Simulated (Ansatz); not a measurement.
# C2H6O2: the cost of one run

Computed with Ansatz 0.2.0 (the levels named in each step, unless a step's input says otherwise).

**1. Starting point**

Bond lengths: O1–C2 1.404 Å, C2–C3 1.532 Å, C3–O4 1.411 Å, O1–H5 0.967 Å, C2–H6 1.104 Å, C2–H7 1.092 Å, C3–H8 1.098 Å, C3–H9 1.092 Å, O4–H10 0.964 Å. Angles: O1–C2–C3 111.2°, O1–C2–H6 110.1°, O1–C2–H7 107.2°, C3–C2–H6 109.2°, C3–C2–H7 110.5°, H6–C2–H7 108.6°, C2–O1–H5 107.3°, C2–C3–O4 110.8°, C2–C3–H8 110.1°, C2–C3–H9 109.8°, O4–C3–H8 111.3°, O4–C3–H9 105.5°, H8–C3–H9 109.1°, C3–O4–H10 108.9°.

As a file:

```xyz
10

O    -1.2392    0.8119   -0.3985
C    -0.7330   -0.4970   -0.4227
C     0.4109   -0.6667    0.5814
O     1.4648    0.2265    0.2965
H    -0.4883    1.4079   -0.2700
H    -0.3668   -0.7437   -1.4340
H    -1.5595   -1.1674   -0.1778
H     0.7593   -1.7075    0.5849
H     0.0665   -0.4022    1.5833
H     1.8465   -0.0024   -0.5591
```

**2. A rough first relaxation, PBE-D4/def2-SVP**

This run stands in another session on the same molecule. It ended at:

```xyz
10

O    -1.2041    0.8424   -0.3992
C    -0.7519   -0.4910   -0.4132
C     0.4026   -0.6705    0.5689
O     1.4136    0.3041    0.3105
H    -0.3802    1.3685   -0.3131
H    -0.4058   -0.8106   -1.4355
H    -1.5997   -1.1593   -0.1460
H     0.7988   -1.7140    0.5431
H     0.0478   -0.4671    1.6010
H     1.8401    0.0569   -0.5323
```

**3. Relaxation, PBE0-D4/def2-TZVPP**

This run stands in another session on the same molecule. It ended at:

```xyz
10

O    -1.2375    0.8229   -0.3797
C    -0.7386   -0.4902   -0.4089
C     0.4041   -0.6669    0.5644
O     1.4411    0.2633    0.2998
H    -0.4726    1.4043   -0.3377
H    -0.4019   -0.7612   -1.4227
H    -1.5605   -1.1619   -0.1483
H     0.7728   -1.6996    0.5426
H     0.0622   -0.4482    1.5778
H     1.8921   -0.0033   -0.5034
```

**4. Frequencies, PBE0-D4/def2-TZVPP**

input.yaml

```yaml
crystal:
  periodic: [false, false, false]
  atoms:
    - { symbol: O, position_ang: [-1.23751208, 0.82288382, -0.37966811] }
    - { symbol: C, position_ang: [-0.73864103, -0.49015416, -0.40890779] }
    - { symbol: C, position_ang: [0.40409727, -0.66692102, 0.56444892] }
    - { symbol: O, position_ang: [1.44114642, 0.26327457, 0.29984641] }
    - { symbol: H, position_ang: [-0.47261702, 1.40431958, -0.33768143] }
    - { symbol: H, position_ang: [-0.4018886, -0.76124961, -1.42267345] }
    - { symbol: H, position_ang: [-1.56050629, -1.16185636, -0.14825551] }
    - { symbol: H, position_ang: [0.77284569, -1.69955525, 0.5426249] }
    - { symbol: H, position_ang: [0.06216587, -0.44821717, 1.57781644] }
    - { symbol: H, position_ang: [1.89211976, -0.0033144, -0.5034404] }
basis:
  gaussian: { orbitals: def2-TZVPP }
hamiltonian:
  xc: pbe0
  dispersion: d4
phonons: {}
```

Started as:

```console
ansatz run input.yaml --threads 4 --pin off --max-ram 10240MiB --backend cpu --events-out ev --progress --plain --runs-dir out
```

Q: Estimate wall time and peak memory on 4 threads of Intel Xeon at 2.50GHz (Skylake/Cascade Lake), shared host.

About 3.2 min, with a peak of 0.45 GiB.
